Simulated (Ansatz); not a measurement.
The system is Pd.

```
CELL_PARAMETERS angstrom
3.14456 0.00000 0.00000
0.00000 3.14456 0.00000
0.00000 0.00000 3.14456
ATOMIC_POSITIONS crystal
Pd 0.00000 0.00000 0.00000
Pd 0.50000 0.50000 0.50000
```

This isn't the form of Pd at room conditions, which is fcc.

| Quantity | Value |
| --- | --- |
| Program | Ansatz 0.2.0 |
| Task | relaxation of cell and atoms |
| Functional | rPW86-PBE |
| Potentials or basis | PseudoDojo standard |
| Cutoff | 1116 eV |
| Density cutoff | 4463 eV |
| k mesh | 6 × 6 × 6 |
| Occupations | gaussian, width 0.05 eV |
| Spin | no spin polarisation |

At the start: pressure 8.0 GPa; volume 15.55 Å³/atom.

Problem. Where does the relaxation end?

Solution. Over 3 steps the energy falls by 18.4 meV/atom and the volume is 16.29 Å³/atom (+4.8 %); space group Im-3m (No. 229, to 0.05 Å).

The path:
```
step  energy change (eV)  largest force (eV/Å)  pressure (GPa)  volume (Å³)
   1              0.0000                0.0000            7.95        31.09
   2             -0.0210                0.0000            5.05        31.61
   3             -0.0368                0.0000            0.37        32.58
```

Final structure:
```xyz
2
Lattice="3.1938 0.0000 0.0000 0.0000 3.1938 0.0000 0.0000 0.0000 3.1938" Properties=species:S:1:pos:R:3 pbc="T T T"
Pd    0.0000    0.0000    0.0000
Pd    1.5969    1.5969    1.5969
```

Caveat: the potentials were made for another functional, which shifts forces and pressure.
